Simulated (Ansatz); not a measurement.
F (solid alpha-F2): energy against volume

Method: DFT, LDA (PW92), plane waves (420 eV) with PAW, scalar-relativistic (Ansatz 0.2.0). The PAW files were generated under PBE, with cores re-solved for the functional.

The cell is scaled uniformly from the relaxed one, with fractional coordinates and shape fixed. Energies are extrapolated to zero smearing, pressures are those at the given smearing. Because the bonds are stretched with the cell, B₀ of this curve lies above the true bulk modulus of such a structure. Magnetic state: spin not included.

A Birch-Murnaghan fit gives V₀ = 11.45 Å³/atom, B₀ = 76 GPa, B₀′ = 4.4.

Problem. What are the energy above the minimum and the pressure at 10.531 Å³/atom?

Solution. 20.3 meV/atom and 7.66 GPa as computed.

Problem. What are the energy above the minimum and the pressure at 10.988 Å³/atom?

Solution. 4.7 meV/atom and 3.42 GPa as computed.

Problem. What are the energy above the minimum and the pressure at 12.362 Å³/atom?

Solution. 15.2 meV/atom and -4.96 GPa as computed.
